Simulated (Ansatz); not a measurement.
# TiAl3: the cost of one run

Program: Ansatz 0.2.0. Level of theory: DFT PBE, scalar-relativistic, plane waves, PAW. These are calculated values, not measurements.

## (1) The system as given

Symmetry: P6_3/mmc, No. 194, hexagonal system. Conventional cell: a = 2.920 Å, b = 2.920 Å, c = 14.049 Å, α = 90.00°, β = 90.00°, γ = 120.00°. Ti (site symmetry -3m) is surrounded by 6 Al at 2.10 Å. Al (site symmetry 3m) is surrounded by 3 Ti at 2.10 Å. Al (site symmetry -6m2) has 12 Al at 2.82 to 2.92 Å as nearest neighbours.

Structure file:

```
Ti Al
1.0
     2.91989    0.00000    0.00000
    -1.45995    2.52870    0.00000
     0.00000    0.00000   14.04918
Ti Al
2 6
Direct
  0.00000 0.00000 0.00000
  0.00000 0.00000 0.50000
  0.33333 0.66667 0.08889
  0.66667 0.33333 0.58889
  0.33333 0.66667 0.41111
  0.66667 0.33333 0.91111
  0.33333 0.66667 0.75000
  0.66667 0.33333 0.25000
```

Recipe of the guess: species swapped into a database cell of Co3H (P6_3/mmc, No. 194), with Al on the Co sites and Ti on the H sites. Its size is a rough estimate.

## (2) Probe: one point on a coarse mesh

Contents of input.yaml:

```yaml
crystal:
  lattice:
    - [2.91989488, 0.0, 0.0]
    - [-1.45994744, 2.52870314, 0.0]
    - [0.0, 0.0, 14.04918378]
  atoms:
    - { symbol: Ti, position: [0.0, 0.0, 0.0] }
    - { symbol: Ti, position: [0.0, 0.0, 0.5] }
    - { symbol: Al, position: [0.33333333, 0.66666667, 0.08888726] }
    - { symbol: Al, position: [0.66666667, 0.33333333, 0.58888726] }
    - { symbol: Al, position: [0.33333333, 0.66666667, 0.41111274] }
    - { symbol: Al, position: [0.66666667, 0.33333333, 0.91111274] }
    - { symbol: Al, position: [0.33333333, 0.66666667, 0.75] }
    - { symbol: Al, position: [0.66666667, 0.33333333, 0.25] }
basis:
  ecutwfc: 420
kpoints:
  mp_grid: { grid: [6, 6, 2] }
hamiltonian:
  xc: pbe
scf:
  occupations: { method: gaussian, width: 0.1 }
  lower_state_search: "off"
output:
  forces: true
  stress: true
  eigenvalues: true
```

Command:

```console
$ ansatz run input.yaml --threads 1 --pin off --max-ram 2560MiB --backend cpu --events-out ev --progress --plain --runs-dir out
```

Q: Estimate wall time and peak memory on 1 thread of AMD EPYC 9R45 (Zen 5), shared host.

About 1.3 s, with a peak of 0.39 GiB.
